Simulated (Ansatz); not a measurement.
Consider the ligand exchange at the Si–O bond: `CO[SiH2]OC(C)=O` + `O[SiH](O)O` → `CO[SiH2]O[SiH](O)O` + acetic acid.

Gas-phase electronic energies from Ansatz, PBE0-D4/def2-TZVP geometries. CBS: MP2 limit from def2 TZ/QZ plus the TZ coupled-cluster correction, frozen cores. One conformer a species, not always the lowest.

`CO[SiH2]OC(C)=O`:

```xyz
15

C    -0.492    1.551    2.289
O     0.317    0.401    2.192
Si    1.093   -0.052    0.834
O    -0.127   -0.442   -0.276
C     0.290   -0.884   -1.468
C    -0.829   -1.192   -2.409
O     1.464   -1.008   -1.715
H    -0.657    1.766    3.346
H    -1.461    1.389    1.807
H    -0.012    2.423    1.828
H     1.884   -1.244    1.183
H     1.872    1.079    0.279
H    -1.487   -1.940   -1.963
H    -1.426   -0.293   -2.572
H    -0.431   -1.555   -3.353
```

`O[SiH](O)O`:

```xyz
8

O    -0.617    1.143    1.003
Si   -0.011    0.259   -0.225
O    -0.658   -1.243   -0.364
O     1.582    0.010    0.033
H    -0.365    0.895    1.895
H    -0.295    1.060   -1.432
H    -1.581   -1.313   -0.613
H     1.946   -0.812   -0.297
```

`CO[SiH2]O[SiH](O)O`:

Cartesian coordinates in Å:
```
C 0.728 1.602 -1.910
O 0.283 0.738 -0.886
Si 1.092 0.545 0.541
O 0.185 -0.453 1.436
Si -1.261 -1.231 1.366
O -1.133 -2.769 1.880
O -1.778 -1.198 -0.183
H 1.680 1.262 -2.331
H 0.850 2.627 -1.541
H -0.020 1.607 -2.704
H 2.427 -0.055 0.290
H 1.242 1.865 1.204
H -2.185 -0.577 2.305
H -0.779 -3.416 1.268
H -1.330 -0.546 -0.737
```

`CC(=O)O`:

Z-matrix (Å, degrees):
```
C
C 1 1.495
H 1 1.092 2 109.8
H 1 1.092 2 109.8 3 117.7
H 1 1.087 2 109.6 3 -121.2
O 2 1.200 1 126.0 3 121.1
O 2 1.346 1 111.6 3 -58.9
H 7 0.968 2 106.4 1 180.0
```

```
             species  CCSD(T)/CBS(def2) energy (Eh)
   `CO[SiH2]OC(C)=O`                     -633.66171
        `O[SiH](O)O`                     -517.17167
`CO[SiH2]O[SiH](O)O`                     -921.97053
           `CC(=O)O`                     -228.87529
```

Q: Work out ΔE.

A: ΔE = (-921.97053) + (-228.87529) − (-633.66171) − (-517.17167) = -0.01244 Eh = -0.34 eV.

Largest T1 diagnostic among the species: 0.015.
